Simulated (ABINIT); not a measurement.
## SnO: single point with PBEsol

The system is SnO.

```xyz
4
Lattice="3.8168 0.0000 0.0000 0.0000 3.8168 0.0000 0.0000 0.0000 4.7579" Properties=species:S:1:pos:R:3 pbc="T T T"
Sn    1.9084    0.0000    3.6052
Sn    0.0000    1.9084    1.1527
O     0.0000    0.0000    0.0000
O     1.9084    1.9084    0.0000
```

The cell is a database's computed one.

The cell isn't the ideal one: cell relaxed.

| Quantity | Value |
| --- | --- |
| Program | ABINIT 10.8.3 (patched build) |
| Task | single point |
| Functional | PBEsol |
| Potentials or basis | PseudoDojo NC SR PBEsol v0.4.1 standard |
| Cutoff | 1143 eV |
| k mesh | 5 × 5 × 4 |
| Occupations | fermi-dirac, width 0.05 eV |
| Spin | no spin polarisation |

```yaml
Pressure: 0.0 GPa
Band_gap_on_the_k_mesh: 0.38 eV, indirect (least direct gap 1.98 eV)
Valence_electrons_inside_the_program's_atomic_spheres: Sn 10.51; O 6.18, 6.17
```

Levels at points of the mesh, in eV from the valence-band top:
```
           k point  band 16  band 17  band 18  band 19  band 20  band 21  band 22  band 23  band 24
(0.00, 0.00, 0.00)    -6.23    -3.41    -3.11    -3.11     0.00     2.13     4.55     4.55     4.56
(0.00, 0.00, 0.50)    -3.50    -3.13    -3.13    -2.99    -2.13     1.62     2.80     2.80     3.57
```

It took 110 s on 1 thread of Arm Neoverse V1, with other jobs on the host, peak memory 0.12 GiB.

Caveat: spin-orbit coupling is left out, which moves the levels of the heavy elements; an odd mesh through Γ misses points on the zone boundary, where band edges often lie.
